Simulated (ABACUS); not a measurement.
Crystal: FeO (Wuestite).

```
CELL_PARAMETERS angstrom
0.00000 2.15540 2.15540
2.15540 0.00000 2.15540
2.15540 2.15540 0.00000
ATOMIC_POSITIONS crystal
Fe 0.00000 0.00000 0.00000
O 0.50000 0.50000 0.50000
```

- Program: ABACUS 3.10.1
- Task: single point
- Functional: PBE
- Potentials or basis: PseudoDojo NC SR 0.4.1 PBE standard
- Cutoff: 1361 eV
- Density cutoff: 5442 eV
- Basis: DZP LCAO (the cutoffs set its grid)
- k mesh: 11 × 11 × 11
- Occupations: fermi-dirac, width 0.05 eV
- Spin: collinear spin, ferromagnetic start
- Starting moments: [3.0, 0.0] μB

On this cell: pressure -0.3 GPa; largest force zero by symmetry; net moment 4.00 μB per cell; site moments Fe +3.76; O +0.24 μB; band gap on the k mesh none (metal or under the smearing width).

The same run follows on a disturbed copy (atoms moved at random, drawn with an rms of 0.05 Å):

```
CELL_PARAMETERS angstrom
0.00000 2.15540 2.15540
2.15540 0.00000 2.15540
2.15540 2.15540 0.00000
ATOMIC_POSITIONS crystal
Fe 0.01050 0.99977 0.02106
O 0.51406 0.51299 0.49061
```

Question: What changes?

Answer: The energy (extrapolated to zero smearing) moves by +4.9 meV/atom; pressure 0.2 GPa; largest force 0.258 eV/Å; net moment 4.00 μB per cell; site moments Fe +3.76; O +0.24 μB; band gap on the k mesh none (metal or under the smearing width).

Forces in eV/Å, atoms in the order of the input:
```
Fe  -0.122 -0.194  0.118
O    0.122  0.194 -0.118
```

Stress tensor (GPa, compression positive):
```
-0.01 -0.16  0.10
-0.16  0.56  0.16
 0.10  0.16 -0.03
```

Caveats: the atomic orbitals were generated for these runs and aren't a published set; the basis of atomic orbitals isn't converged, which shifts pressures, moduli and gaps; a cell with one magnetic atom can't hold antiferromagnetic order, which such compounds often take; semilocal functionals often make such compounds metallic where correlation or magnetic order opens a gap, which also shifts bond lengths.
